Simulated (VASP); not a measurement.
# Te2Pt (P-3m1) in VASP: further runs

One crystal, Te2Pt, is run at these levels: PBE+D3(BJ); tasks: relaxation of cell and atoms.

Program: VASP 6.6.1. These are calculated values, not measurements. Logs are shortened: lines on timing, memory, paths and dates and some standing lists are left out, and cuts for length are marked.

## 1. The crystal as given

It takes space group P-3m1 (No. 164, trigonal). The conventional cell has a = 4.010 Å, b = 4.010 Å, c = 5.201 Å, α = 90.00°, β = 90.00°, γ = 120.00°. Around Te (site symmetry 3m) lie 3 Pt at 2.66 Å. Pt (site symmetry -3m) has 6 Te at 2.66 Å as nearest neighbours.

## 2. Relaxation of cell and atoms, PBE+D3(BJ)

INCAR

```
PREC     = Accurate       # precision mode
ENCUT    = 250            # plane-wave cutoff, eV
EDIFF    = 1E-7           # SCF threshold, eV
ISMEAR   = 0              # smearing method
SIGMA    = 0.02           # smearing width, eV
LREAL    = False          # projectors in reciprocal space
LASPH    = True           # aspherical terms in the spheres
NELM     = 80             # most SCF steps
ALGO     = Normal         # electronic algorithm
ISIF     = 3              # what is computed and relaxed
LWAVE    = False          # write WAVECAR
LCHARG   = False          # write CHGCAR
GGA      = PE             # functional
IVDW     = 12             # dispersion correction
IBRION   = 2              # ionic algorithm
NSW      = 80             # ionic steps
EDIFFG   = -0.002         # ionic threshold
```

KPOINTS

```
regular mesh
0
Gamma
  9 9 6
```

POSCAR

```
Te2Pt
1.0
    4.0100000000      0.0000000000      0.0000000000
   -2.0050000000      3.4727618700      0.0000000000
    0.0000000000      0.0000000000      5.2010000000
Te Pt
2 1
Direct
    0.3333333300      0.6666666700      0.2500000000
    0.6666666700      0.3333333300      0.7500000000
    0.0000000000      0.0000000000      0.0000000000
```

Potentials or basis: VASP PAW PBE potentials, release 64 (Te, Pt).

Started as:

```console
$ cat potpaw_PBE.64/Te/POTCAR potpaw_PBE.64/Pt/POTCAR > POTCAR
$ mpirun -np 1 vasp_std > vasp.out
```

OUTCAR:

```text
PREC = Accurate
   ENCUT = 250
   EDIFF = 1E-7
   ISMEAR = 0
   LREAL = False
   LASPH = True
   NELM = 80
   ISIF = 3
   GGA = PE
   IVDW = 12
   IBRION = 2
   NSW = 80
   EDIFFG = -0.002
 IVDW          = 12

 ion  position               nearest neighbor table
   1  0.333  0.667  0.250-   3 2.66   3 2.66   3 2.66   2 3.48   2 3.48   2 3.48   2 3.48   2 3.48
                             2 3.48
   2  0.667  0.333  0.750-   3 2.66   3 2.66   3 2.66   1 3.48   1 3.48   1 3.48   1 3.48   1 3.48
                             1 3.48
   3  0.000  0.000  0.000-   1 2.66   2 2.66   2 2.66   1 2.66   2 2.66   1 2.66

  LATTYP: Found a hexagonal cell.
 ALAT       =     4.0100000000
 C/A-ratio  =     1.2970074813

  Lattice vectors:

 A1 = (   4.0100000000,   0.0000000000,   0.0000000000)
 A2 = (  -2.0050000000,   3.4727618700,   0.0000000000)
 A3 = (   0.0000000000,   0.0000000000,   5.2010000000)

Analysis of symmetry for initial positions (statically):
=====================================================================
 Subroutine PRICEL returns:
 Original cell was already a primitive cell.

 Routine SETGRP: Setting up the symmetry group for a
 hexagonal supercell.

 Subroutine GETGRP returns: Found 12 space group operations
 (whereof 12 operations were pure point group operations)
 out of a pool of 24 trial point group operations.

The static configuration has the point symmetry D_3d.

Analysis of symmetry for dynamics (positions and initial velocities):
=====================================================================
 Subroutine PRICEL returns:
 Original cell was already a primitive cell.

 Routine SETGRP: Setting up the symmetry group for a
 hexagonal supercell.

 Subroutine GETGRP returns: Found 12 space group operations
 (whereof 12 operations were pure point group operations)
 out of a pool of 24 trial point group operations.

The dynamic configuration has the point symmetry D_3d.

 Subroutine INISYM returns: Found 12 space group operations
 (whereof 12 operations are pure point group operations),
 and found     1 'primitive' translations

----------------------------------------------------------------------------------------

                                     Primitive cell

  volume of cell :      72.4280

  direct lattice vectors                    reciprocal lattice vectors
     4.010000000  0.000000000  0.000000000     0.249376559  0.143977623  0.000000000
    -2.005000000  3.472761870  0.000000000     0.000000000  0.287955246  0.000000000
     0.000000000  0.000000000  5.201000000     0.000000000  0.000000000  0.192270717

  length of vectors
     4.010000000  4.010000001  5.201000000     0.287955246  0.287955246  0.192270717

  position of ions in fractional coordinates (direct lattice)
     0.333333330  0.666666670  0.250000000
     0.666666670  0.333333330  0.750000000
     0.000000000  0.000000000  0.000000000

  ion indices of the primitive-cell ions
   primitive index   ion index
                 1           1
                 2           2
                 3           3

----------------------------------------------------------------------------------------

 KPOINTS: regular mesh

Automatic generation of k-mesh.
 Grid dimensions read from file:
 generate k-points for:    9    9    6

 Generating k-lattice:

  Cartesian coordinates                     Fractional coordinates (reciprocal lattice)
     0.027708507  0.015997514  0.000000000     0.111111111  0.000000000  0.000000000
     0.000000000  0.031995027  0.000000000     0.000000000  0.111111111  0.000000000
     0.000000000  0.000000000  0.032045120     0.000000000  0.000000000  0.166666667

  Length of vectors
     0.031995027  0.031995027  0.032045120

  Shift w.r.t. Gamma in fractional coordinates (k-lattice)
     0.000000000  0.000000000  0.000000000

 Subroutine IBZKPT returns following result:
 ===========================================

 Found     62 irreducible k-points:

 Following reciprocal coordinates:
            Coordinates               Weight
  0.000000  0.000000  0.000000      1.000000
  0.111111 -0.000000  0.000000      6.000000
  0.222222  0.000000  0.000000      6.000000
  0.333333  0.000000  0.000000      6.000000
  0.444444  0.000000  0.000000      6.000000
  0.111111  0.111111  0.000000      6.000000
[... 16 lines left out ...]
  0.222222  0.111111  0.166667     12.000000
 -0.111111  0.333333  0.166667     12.000000
 [... further k-points ...]
   k-points           NKPTS =     62   k-points in BZ     NKDIM =     62   number of bands    NBANDS=     15
   number of dos      NEDOS =    301   number of ions     NIONS =      3
   total plane-waves  NPLWV =  16128
   dimension x,y,z NGX =    24 NGY =   24 NGZ =   28
   dimension x,y,z NGXF=    48 NGYF=   48 NGZF=   56
   ions per type =               2   1
   NGX,Y,Z   is equivalent  to a cutoff of   9.95,  9.95,  8.95 a.u.
   NGXF,Y,Z  is equivalent  to a cutoff of  19.90, 19.90, 17.90 a.u.
 SYSTEM =  unknown system
   PREC   = accura    normal or accurate (medium, high low for compatibility)
   ISTART =      0    job   : 0-new  1-cont  2-samecut
   ICHARG =      2    charge: 1-file 2-atom 10-const
   ISPIN  =      1    spin polarized calculation?
   LNONCOLLINEAR =      F non collinear calculations
   LSORBIT =      F    spin-orbit coupling
   LASPH  =      T    aspherical Exc in radial PAW
   ENCUT  =  250.0 eV  18.37 Ry    4.29 a.u.   5.17  5.17  6.71*2*pi/ulx,y,z
   NELM   =     80;   NELMIN=  2; NELMDL= -5     # of ELM steps
   EDIFF  = 0.1E-06   stopping-criterion for ELM
   LREAL  =      F    real-space projection
   EDIFFG = -.2E-02   stopping-criterion for IOM
   NSW    =     80    number of steps for IOM
   IBRION =      2    ionic relax: 0-MD 1-quasi-New 2-CG
   NFREE  =      1    steps in history (QN), initial steepest desc. (CG)
   ISIF   =      3    stress and relaxation
   ISYM   =      2    0-nonsym 1-usesym 2-fastsym
   POTIM  = 0.5000    time-step for ionic-motion
   TEBEG  =    0.0;   TEEND  =   0.0 temperature during run
   PSTRESS=    0.0 pullay stress
   NELECT =      22.0000    total number of electrons
   NUPDOWN=      -1.0000    fix difference up-down
   EMIN   =  10.00;   EMAX   =-10.00  energy-range for DOS
   EFERMI =   0.00;   METHOD = LEGACY
   ISMEAR =     0;   SIGMA  =   0.02  broadening in eV -4-tet -1-fermi 0-gaus
   EFERMI_NEDOS =   21; number of points for ismear=-14 and -15
   IALGO  =     38    algorithm
   IMIX   =      4    mixing-type and parameters
     AMIX     =   0.40;   BMIX     =  1.00
     AMIX_MAG =   1.60;   BMIX_MAG =  1.00
  volume/ion in A,a.u.               =      24.14       162.92
  Fermi-wavevector in a.u.,A,eV,Ry     =   1.100475  2.079597 16.477281  1.211046
  Thomas-Fermi vector in A             =   2.236887
   LORBIT       =      0    0 simple, 1 ext, 2 COOP (PROOUT), +10 PAW based schemes
   GGA     = PE    functional components
   LHFCALC =     F    Hartree Fock is set to
   AEXX    =    0.0000 exact exchange contribution
   IVDW    =    12    specifies the selected vdW correction
   LEPSILON=     F    determine dielectric tensor
   LRPA    =     F    only Hartree local field effects (RPA)
 conjugate gradient relaxation of ions
 non-spin polarized calculation
 Gauss-broadening in eV      SIGMA  =   0.02
  energy-cutoff  :      250.00
  volume of cell :       72.43
 maximum number of plane-waves:       662
 NGX is ok and might be reduce to    24
   NGX = 11   NGY = 11   NGZ = 13

--------------------------------------- Ionic step        1  -------------------------------------------

 number of electron      22.0000001 magnetization

 Free energy of the ion-electron system (eV)
  ---------------------------------------------------
  ext. energy  EPLUGINS =         0.00000000
  ---------------------------------------------------
  free energy    TOTEN  =       -13.43580789 eV

  energy without entropy =      -13.43536929  energy(sigma->0) =      -13.43558859

------------------------ aborting loop because EDIFF is reached ----------------------------------------

 Edisp (eV)   -1.69327

 E8    (eV) :    -0.7764

  FORCE on cell =-STRESS in cart. coord.  units (eV):
  Direction    XX          YY          ZZ          XY          YZ          ZX
  --------------------------------------------------------------------------------------
  -------------------------------------------------------------------------------------
  Total       2.28756     2.28756     1.44900    -0.00000     0.00000     0.00000
  in kB      50.60310    50.60310    32.05325    -0.00000     0.00000     0.00000
  external pressure =       44.42 kB  Pullay stress =        0.00 kB
[... 100 lines left out ...]
  FREE ENERGIE OF THE ION-ELECTRON SYSTEM (eV)
  ---------------------------------------------------
  free  energy   TOTEN  =       -15.1871980372 eV

  energy  without entropy=      -15.1866755990  energy(sigma->0) =      -15.18693682

[... ionic steps 4 to 21 ...]

--------------------------------------- Ionic step       22  -------------------------------------------

 number of electron      22.0000005 magnetization

------------------------ aborting loop because EDIFF is reached ----------------------------------------

 Edisp (eV)   -1.70130

 E8    (eV) :    -0.7809
[... 71 lines left out ...]
  energy  without entropy=      -15.2264280538  energy(sigma->0) =      -15.22651125

--------------------------------------- Ionic step       24  -------------------------------------------

 number of electron      22.0000004 magnetization

 Free energy of the ion-electron system (eV)
  ---------------------------------------------------
  ext. energy  EPLUGINS =         0.00000000
  ---------------------------------------------------
  free energy    TOTEN  =       -13.52476751 eV

  energy without entropy =      -13.52460151  energy(sigma->0) =      -13.52468451

 E-fermi :   8.9024     XC(G=0): -10.6313

 val. band max:        8.8929192402   @ k =   0.4444   0.1111   0.0000
 cond. band min:       8.9217342302   @ k =   0.1111   0.1111   0.5000
 fundamental gap:      0.0288149900
 Fermi energy:         8.9023654322

 k-point     1 :       0.0000    0.0000    0.0000
  band No.  band energies     occupation
      1      -5.2239      2.00000
      2      -1.5997      2.00000
      3       2.1224      2.00000
      4       3.2211      2.00000
      5       3.2211      2.00000
      6       5.1906      2.00000
      7       5.1906      2.00000
      8       6.2384      2.00000
      9       8.4000      2.00000
     10       8.4000      2.00000
     11       9.6781      0.00000
     12       9.6781      0.00000
     13      10.5035      0.00000
     14      11.4832      0.00000
     15      13.1043      0.00000
[... 397 lines left out ...]
 k-point    24 :      -0.1111    0.3333    0.1667
  band No.  band energies     occupation
      1      -4.2489      2.00000
      2      -2.2617      2.00000
      3       2.6268      2.00000
      4       3.4806      2.00000
      5       3.6724      2.00000
      6       4.3654      2.00000
      7       4.9659      2.00000
      8       5.5072      2.00000
      9       6.5200      2.00000
     10       6.9500      2.00000
     11       8.6174      2.00000
     12       9.2303      0.00000
     13      10.1890      0.00000
     14      12.6831      0.00000
     15      14.2350      0.00000

 [... further k-points ...]

------------------------ aborting loop because EDIFF is reached ----------------------------------------

 Edisp (eV)   -1.70183

 E8    (eV) :    -0.7811

  FORCE on cell =-STRESS in cart. coord.  units (eV):
  Direction    XX          YY          ZZ          XY          YZ          ZX
  --------------------------------------------------------------------------------------
  -------------------------------------------------------------------------------------
  Total       0.00039     0.00039    -0.00158     0.00000     0.00000    -0.00000
  in kB       0.00869     0.00869    -0.03505     0.00000     0.00000    -0.00000
  external pressure =       -0.01 kB  Pullay stress =        0.00 kB
[... 18 lines left out ...]
  FREE ENERGIE OF THE ION-ELECTRON SYSTEM (eV)
  ---------------------------------------------------
  free  energy   TOTEN  =       -15.2265944026 eV

  energy  without entropy=      -15.2264284041  energy(sigma->0) =      -15.22651140

 reached required accuracy - stopping structural energy minimisation
```

It took 4.3 min on 1 thread of AMD EPYC 7R13 (Zen 3), shared host; peak memory 0.14 GiB.

These settings aren't checked as converged: the numbers below hold their error.

What came out:

| Property | Result |
| --- | --- |
| Free energy | -15.2266 eV |
| Relaxed volume | 24.09 Å³/atom |
| Relaxed cell | a = 4.048 Å, b = 4.048 Å, c = 5.093 Å, α = 90.00°, β = 90.00°, γ = 120.00° |
| Space group after relaxing (to 0.05 Å) | P-3m1 (No. 164) |
| Energy gained by relaxing | 32.5 meV/atom |
| Ionic steps | 24 |
| Band gap on the k mesh | none (metal or under the smearing width) |
| Dispersion energy per atom | -0.567 eV |

Caveat: the cutoff is under 1.25 times the usual one of these potentials, so pressure, stress and relaxed cells hold a basis-set (Pulay) error; pairwise dispersion overbinds metals, which lowers pressure and volume.

## 3. Relaxation of cell and atoms, PBE+D3(BJ)

This run uses another cell than the first one, of 24.09 Å³/atom, 0.998 times its volume.

INCAR is that of step 2.

KPOINTS is that of step 2.

POSCAR

```
Te2Pt                                   
1.0
    4.0480482415      0.0000000000     -0.0000000000
   -2.0240241207      3.5057126137     -0.0000000000
   -0.0000000000     -0.0000000000      5.0925290758
  Te              Pt            
     2     1
Direct
     0.3333333300000021    0.6666666699999979    0.2666360313026920
     0.6666666699999979    0.3333333300000021    0.7333639686973082
     0.0000000000000000    1.0000000000000000    0.0000000000000000
```

Potentials or basis: VASP PAW PBE potentials, release 64 (Te, Pt).

Started as:

```console
$ cat potpaw_PBE.64/Te/POTCAR potpaw_PBE.64/Pt/POTCAR > POTCAR
$ mpirun -np 1 vasp_std > vasp.out
```

Wall time 78 s (1 thread of AMD EPYC 7R13 (Zen 3), shared host); peak memory 0.14 GiB.

The run converged, but some of its settings lie outside the range that counts as converged, so its numbers aren't taken as properties of the crystal.

Results:

- Free energy: -15.2268 eV
- Relaxed volume: 24.08 Å³/atom
- Relaxed cell: a = 4.050 Å, b = 4.050 Å, c = 5.087 Å, α = 90.00°, β = 90.00°, γ = 120.00°
- Space group after relaxing (to 0.05 Å): P-3m1 (No. 164)
- Energy gained by relaxing: 0.0 meV/atom
- Ionic steps: 8
- Band gap on the k mesh: none (metal or under the smearing width)
- Dispersion energy per atom: -0.567 eV

Caveat: the cutoff is under 1.25 times the usual one of these potentials, so pressure, stress and relaxed cells hold a basis-set (Pulay) error; pairwise dispersion overbinds metals, which lowers pressure and volume.
